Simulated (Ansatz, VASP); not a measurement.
# Si24O47 (V_O) in two plane-wave programs, part 2 of 2

Aim: how closely do two programs agree when they are given the same cell, functional and k mesh? The cell is taken from a series of runs on this material, whose earlier steps may have relaxed, scaled, displaced or heated it; both programs get it as it stands.

VASP 6.6.1 and Ansatz 0.2.0.

So far: Set-up; Ansatz: single point, PBEsol.

## 3. VASP: single point, PBEsol

Level of this step: PBEsol, spin-polarised from a ferromagnetic start; plane waves and PAW (Si, O) (VASP).

The same cell, functional and mesh now go to VASP, with its own data sets.

Lines of VASP's logs that name or quote its potential files are left out, and so is its time.

Contents of INCAR:

```
SYSTEM = Si24O47
PREC = Accurate
ENCUT = 520
EDIFF = 1E-06
NELM = 200
ISMEAR = 0
SIGMA = 0.01
LREAL = Auto
ALGO = Normal
GGA = PS
NELECT = 377
NBANDS = 240
ISPIN = 2
MAGMOM = -0 0 0 0.03 0 0 0 -0 0 0 0 0.03 0 0 0 -0 0 0 0 -0 0 0 0 0 0.05 0 0 0 0 0.02 -0 0.05 0.04 -0 0 0 0 0 0 0 -0 0 0 0 0.04 0.03 0 0 0 0 0 0 -0 0 0 0 0 0 0 0 0 0 0 0 0 0 0 0 0 0 0
LORBIT = 11
LWAVE = .FALSE.
LCHARG = .FALSE.
ISIF = 2
NUPDOWN = 1
LASPH = .TRUE.
GGA_COMPAT = .FALSE.
KPAR = 8
```

Contents of POSCAR:

```
Si24O47
1.0
    9.8968274618      0.0000000000      0.0000000000
   -4.9484137309      8.5709039988      0.0000000000
    0.0000000000      0.0000000000     10.8826433342
Si O
24 47
Direct
    0.2636900000      0.2638900000      0.0022500000
    0.9939600000      0.2431600000      0.3345000000
    0.2320700000      0.9987100000      0.1675700000
    0.2617000000      0.2578500000      0.5042600000
    0.9971900000      0.2284000000      0.8347900000
    0.2354800000      0.9916000000      0.6732700000
    0.2657700000      0.7663300000      0.0000200000
    0.9981700000      0.7338900000      0.3335400000
    0.2373300000      0.5029000000      0.1671000000
    0.2693100000      0.7611600000      0.4930500000
    0.9972200000      0.7335600000      0.8374800000
    0.2370300000      0.4902200000      0.6690900000
    0.7692500000      0.2714600000      0.9986400000
    0.4953700000      0.2392200000      0.3340400000
    0.7416700000      0.0053900000      0.1647200000
    0.7569800000      0.2662800000      0.5035300000
    0.5000600000      0.2366500000      0.8357800000
    0.7340800000      0.9991100000      0.6660000000
    0.7664100000      0.7668800000      0.0028200000
    0.5059600000      0.7402700000      0.3288300000
    0.7344500000      0.5017700000      0.1672100000
    0.7666500000      0.7675800000      0.5005900000
    0.5034100000      0.7344400000      0.8318900000
    0.7305500000      0.5025100000      0.6700000000
    0.1285000000      0.2240400000      0.4072000000
    0.2926400000      0.4270800000      0.0599500000
    0.0741800000      0.3710300000      0.2269000000
    0.2026100000      0.1320400000      0.1087600000
    0.3561000000      0.0759700000      0.2806400000
    0.4259100000      0.3087800000      0.4402000000
    0.1331500000      0.2043600000      0.8935900000
    0.0742400000      0.3524400000      0.7185500000
    0.2099300000      0.1271900000      0.6080000000
    0.3680800000      0.0717000000      0.7776000000
    0.4262300000      0.2925500000      0.9437500000
    0.1345000000      0.7070100000      0.3905600000
    0.2969300000      0.9290000000      0.0618500000
    0.0692200000      0.8631300000      0.2247300000
    0.2090800000      0.6364400000      0.1078100000
    0.3684900000      0.5754600000      0.2750000000
    0.4351500000      0.8059900000      0.4328600000
    0.1340700000      0.7063100000      0.8923800000
    0.2894500000      0.9086100000      0.5716100000
    0.0693000000      0.8664100000      0.7308000000
    0.2172500000      0.6079800000      0.5821500000
    0.3725600000      0.5660700000      0.7697800000
    0.4239500000      0.7891300000      0.9356500000
    0.6198900000      0.2042700000      0.4010000000
    0.7957600000      0.4326000000      0.0588900000
    0.5711500000      0.3655900000      0.2247300000
    0.7152700000      0.1409100000      0.1063000000
    0.8696500000      0.0768200000      0.2754400000
    0.9173000000      0.3012100000      0.4371100000
    0.6368100000      0.2111200000      0.8922000000
    0.7884300000      0.4289500000      0.5632400000
    0.5663900000      0.3682400000      0.7277700000
    0.7068500000      0.1352500000      0.6102400000
    0.8611700000      0.0673600000      0.7771400000
    0.9312000000      0.3016100000      0.9351700000
    0.6357200000      0.7091300000      0.3927200000
    0.8009500000      0.9332900000      0.0577800000
    0.5782400000      0.8683200000      0.2198700000
    0.7044300000      0.6361300000      0.1107200000
    0.8627400000      0.5708000000      0.2768600000
    0.9291800000      0.7939500000      0.4429400000
    0.6365700000      0.7080400000      0.8935400000
    0.7975100000      0.9318700000      0.5581400000
    0.5706100000      0.8606700000      0.7212500000
    0.7035400000      0.6369800000      0.6093600000
    0.8622700000      0.5726300000      0.7772400000
    0.9288100000      0.7925800000      0.9466100000
```

Contents of KPOINTS:

```
Automatic mesh
0
Gamma
3 3 3
0 0 0
```

The projector-augmented-wave data sets are Si and O (PBE family, release 64).

Run with:

```
> mpirun -np 8 vasp_std
```

Numbers of over 12 decimals in the logs are rounded to 6 here.

Log:

```text
[banner, memory and clock lines left out]
running    8 mpi-ranks, on    1 nodes
[...]
|                                                                             |
|           W    W    AA    RRRRR   N    N  II  N    N   GGGG   !!!           |
|           W    W   A  A   R    R  NN   N  II  NN   N  G    G  !!!           |
|           W    W  A    A  R    R  N N  N  II  N N  N  G       !!!           |
|           W WW W  AAAAAA  RRRRR   N  N N  II  N  N N  G  GGG   !            |
|           WW  WW  A    A  R   R   N   NN  II  N   NN  G    G                |
|           W    W  A    A  R    R  N    N  II  N    N   GGGG   !!!           |
|                                                                             |
|     For optimal performance we recommend to set                             |
|       NCORE = 2 up to number-of-cores-per-socket                            |
|     NCORE specifies how many cores store one orbital (NPAR=cpu/NCORE).      |
|     This setting can greatly improve the performance of VASP for DFT.       |
[...]
BRMIX: very serious problems
 the old and the new charge density differ
 old charge density:   378.00000 new  377.00000
BRMIX: very serious problems
 the old and the new charge density differ
 old charge density:   378.00000 new  377.00000
BRMIX: very serious problems
 the old and the new charge density differ
 old charge density:   378.00000 new  377.00000
BRMIX: very serious problems
 the old and the new charge density differ
 old charge density:   378.00000 new  377.00000
BRMIX: very serious problems
 the old and the new charge density differ
 old charge density:   378.00000 new  377.00000
    0.685E+01
DAV:   6    -0.583930334995E+03    0.66659E+02   -0.28404E+02 15344   0.327E+01    0.331E+01
DAV:   7    -0.583383066617E+03    0.54727E+00   -0.76303E+00 16472   0.546E+00    0.122E+01
DAV:   8    -0.583144004381E+03    0.23906E+00   -0.49821E-01 16144   0.212E+00    0.467E+00
DAV:   9    -0.583154713051E+03   -0.10709E-01   -0.11450E-01 15952   0.977E-01    0.168E+00
[...]
DAV:  16    -0.583175484399E+03    0.16838E-05   -0.46107E-05 17320   0.258E-02    0.781E-03
DAV:  17    -0.583175485411E+03   -0.10113E-05   -0.16345E-05 16248   0.132E-02    0.852E-03
DAV:  18    -0.583175484968E+03    0.44306E-06   -0.16425E-06 11512   0.380E-03
   1 F= -.58317548E+03 E0= -.58317548E+03  d E =-.497749E-12  mag=     1.0000
```

From OUTCAR (step 3):

```text
  FREE ENERGIE OF THE ION-ELECTRON SYSTEM (eV)
  ---------------------------------------------------
  free  energy   TOTEN  =      -583.1754849677 eV

  energy  without entropy=     -583.1754849677  energy(sigma->0) =     -583.17548497

 magnetization (x)
# of ion       s       p       d       tot
------------------------------------------
    1       -0.000  -0.000   0.000  -0.000
    2        0.000   0.000   0.000   0.000
    3        0.000   0.000   0.000   0.000
    4        0.035   0.064   0.000   0.099
    5        0.000   0.001   0.000   0.001
    6        0.001   0.002   0.000   0.004
    7       -0.000   0.000   0.000   0.000
    8       -0.000  -0.000   0.000  -0.000
    9        0.000  -0.000   0.000   0.000
   10        0.000   0.001   0.000   0.001
   11        0.000   0.000   0.000   0.000
   12        0.028   0.052   0.000   0.080
   13        0.000   0.000   0.000   0.000
[...]
--------------------------------------------------
tot          0.095   0.372   0.000   0.466

[... 2 further parts left out ...]
[key lines of the parts left out:]
E-fermi :   0.8918
```

The cell is charged against a uniform background.

The run ends at a pressure of -1.20 GPa, with forces up to 0.090 eV/Å.

## 4. Differences

Known differences besides the potentials themselves: VASP starts from the moments at which Ansatz ended; fixed occupations in Ansatz, narrow Gaussian smearing in VASP; the cutoff is 420 eV in Ansatz and 520 eV in VASP (PREC = Accurate, projectors in real space); Ansatz makes its cores anew for this functional, VASP keeps those of its PBE data sets; site moments are counted in spheres of each program's own size. Total energies have different zeros and are not compared.

Both answers:

```
                             quantity  Ansatz  VASP  difference
total moment, fixed by the input (μB)    1.00  1.00        0.00
                   moment on Si4 (μB)    0.03  0.10       -0.07
                  moment on Si12 (μB)    0.03  0.08       -0.05
                   moment on O32 (μB)    0.05  0.06        0.00
                   moment on O25 (μB)    0.05  0.05        0.00
```

At this near-relaxed geometry the largest component of a force difference is 56 meV/Å. The cell carries a charge of +1 e against a uniform background, so its pressure also hangs on how the neutralising background is counted, and in a defect's cell a gap may be the spacing between its levels.

## 5. Summary of results

```
r.m.s. force difference (single point, PBEsol) : 16 meV/Å
```

The r.m.s. force difference is 16 meV/Å (single point, PBEsol), beyond the 12 meV/Å picked in this series as the mark of a large difference. What causes the difference of the single point, PBEsol pair stays open here. Such differences can come from data sets, numerical settings and the points named under the comparisons, not from the functional's error against experiment.

[Lines on the potential files, build, host, timing and source positions are cut from VASP's logs without a mark.]

[Logs are printed without paths, hosts, clocks, repeated set-up lines and the standing remarks that a program may print on its own settings, such as how far it seeks lower states.]

[Hosts, paths, dates, database ids (printed as entryN), source tags and the programs' standing remarks are cut or masked in the printed files.]
